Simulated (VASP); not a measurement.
The system is Ga.

```
Ga
1.0
     1.38300   -4.02650    0.00000
     1.38300    4.02650    0.00000
    -0.11745    0.00000    3.32993
Ga
2
Direct
  0.13100 0.86900 0.75000
  0.86900 0.13100 0.25000
```

This isn't the form of Ga at room conditions, which is orthorhombic.

- Program: VASP 6.6.1
- Task: single point
- Functional: PBE
- Potentials or basis: VASP PAW PBE potentials, release 64 (Ga_d)
- Cutoff: 900 eV
- k mesh: 18 × 18 × 14
- Occupations: gaussian, width 0.1 eV
- Spin: no spin polarisation

On this cell: pressure 2.0 GPa; largest force 0.195 eV/Å; band gap on the k mesh none (metal or under the smearing width).

The same run follows on a disturbed copy (grid = ENCUT=900 k=18x18x14 ISMEAR=0 SIGMA=0.1 PREC=Accurate EDIFF=1e-08 LREAL=False ADDGRID=False LASPH=True; atoms moved at random, drawn with an rms of 0.1 Å):

```
CELL_PARAMETERS angstrom
1.38300 -4.02650 0.00000
1.38300 4.02650 0.00000
-0.11745 0.00000 3.32993
ATOMIC_POSITIONS crystal
Ga 0.08635 0.82681 0.78481
Ga 0.87774 0.13768 0.25316
```

Question: What changes?

Answer: The energy (extrapolated to zero smearing) moves by +7.5 meV/atom; pressure 2.2 GPa; largest force 0.333 eV/Å; band gap on the k mesh none (metal or under the smearing width).

Forces in eV/Å, atoms in the order of the input:
```
Ga   0.006 -0.265 -0.201
Ga  -0.006  0.265  0.201
```

Stress tensor (GPa, compression positive):
```
 1.66  0.03 -0.09
 0.03  2.69  0.67
-0.09  0.67  2.11
```
